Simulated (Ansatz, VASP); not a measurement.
# One calculation of PtSe, two programs

```xyz
2
Lattice="0.0000 2.7413 2.7413 2.7413 0.0000 2.7413 2.7413 2.7413 0.0000" Properties=species:S:1:pos:R:3 pbc="T T T"
Pt    2.7413    2.7413    2.7413
Se    0.0000    0.0000    0.0000
```

The cell comes from a database or a generator and needn't be the stable form of this composition.

Alike in both runs: task single point; functional PBE; k mesh 8 × 8 × 8; occupations fermi-dirac, width 0.05 eV; no spin polarisation.

|  | VASP | Ansatz |
| --- | --- | --- |
| version | VASP 6.6.1 | Ansatz 0.2.0 |
| potentials or method | VASP PAW PBE potentials, release 64 (Pt, Se) | Ansatz PAW |
| plane-wave cutoff (eV) | 520 | 420 |
| valence electrons in the cell | 16 | 34 |

|  | VASP | Ansatz | Ansatz less VASP |
| --- | --- | --- | --- |
| gap on the k mesh at the Fermi level (eV) | none | none | - |
| pressure (GPa) | -10.9 | -10.8 | +0.10 |

A gap of «none» marks a metal or a gap that the smearing closes. With one functional, cell and mesh, what is left measures potentials, basis and numerics. The two sets of potentials don't hold the same shells in valence.

Spin-orbit coupling is left out, which matters for the levels of Pt.
